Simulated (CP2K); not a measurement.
# Ir under changes of volume

One of the cells (14.059 Å³/atom); the others are scaled copies at fixed shape and fractional positions:

```xyz
1
Lattice="2.7091 0.0000 0.0000 1.3545 2.3461 0.0000 1.3545 0.7820 2.2119" Properties=species:S:1:pos:R:3 pbc="T T T"
Ir    0.0000    0.0000    0.0000
```

| Property | Result |
| --- | --- |
| Program | CP2K 2026.2 |
| Functional | PBE |
| Potentials or basis | POTENTIAL_UZH Ir GTH-PBE-q17; TZVP-MOLOPT-PBE-GTH basis |
| Density cutoff | 6123 eV |
| k mesh | 12 × 12 × 12 |
| Occupations | fermi-dirac, width 0.05 eV |
| Spin | no spin polarisation |

```tsv
volume (Å³/atom)	energy over the lowest point (meV/atom)	pressure (GPa)
13.215	128.80	38.0
13.496	71.84	27.2
13.778	32.66	17.7
14.059	9.30	9.2
14.340	0.00	1.7
14.621	3.19	-5.1
14.902	?	?
```

Q: What does the run at 14.902 Å³/atom give?

A: Energy over the lowest point 17.46 meV/atom; pressure -11.0 GPa.

Worked out: A Birch-Murnaghan fit of order 3 (a polynomial in V^(-2/3)) to the other rows has its minimum at 14.40 Å³/atom with B0 = V·E''(V) = 354 GPa and B' = 5.0. It gives 17.43 meV/atom at 14.902 Å³/atom, against the run's 17.46, and -dE/dV = -11.0 GPa, against -11.0.

Energies are extrapolated to zero smearing.

Caveats: the basis of atomic orbitals isn't converged, which shifts pressures, moduli and gaps.
